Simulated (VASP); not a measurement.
# Be: single point with LDA

Be:

```
CELL_PARAMETERS angstrom
2.26189 0.00000 0.00000
-1.13095 1.95885 0.00000
0.00000 0.00000 3.57094
ATOMIC_POSITIONS crystal
Be 0.33333 0.66667 0.25000
Be 0.66667 0.33333 0.75000
```

- Program: VASP 6.6.1
- Task: single point
- Functional: LDA
- Potentials or basis: VASP PAW LDA potentials, release 64 (Be)
- Cutoff: 450 eV
- k mesh: 22 × 22 × 12
- Occupations: methfessel-paxton, width 0.1 eV
- Spin: no spin polarisation

| Item | Value |
| --- | --- |
| Pressure | -5.4 GPa |
| Band gap on the k mesh | none (metal or under the smearing width) |

Stress tensor (GPa, compression positive):
```
-5.34  0.00  0.00
 0.00 -5.34  0.00
 0.00  0.00 -5.46
```

Levels at points of the mesh, in eV from the Fermi level:
```tsv
k point	band 1	band 2	band 3	band 4	band 5	band 6
(0.00, 0.00, 0.00)	-11.37	-4.63	1.00	15.60	15.60	18.42
(0.50, 0.00, 0.00)	-5.14	-3.24	3.39	6.32	6.54	9.13
(0.00, 0.00, 0.50)	-9.25	-9.25	10.41	10.41	17.21	17.21
(0.50, 0.00, 0.50)	-3.80	-3.80	1.50	1.50	11.70	11.70
```

Wall time 11 s on 4 MPI ranks on Intel(R) Xeon(R) Platinum 8488C (Sapphire Rapids) (shared host), peak memory 0.13 GiB a rank.
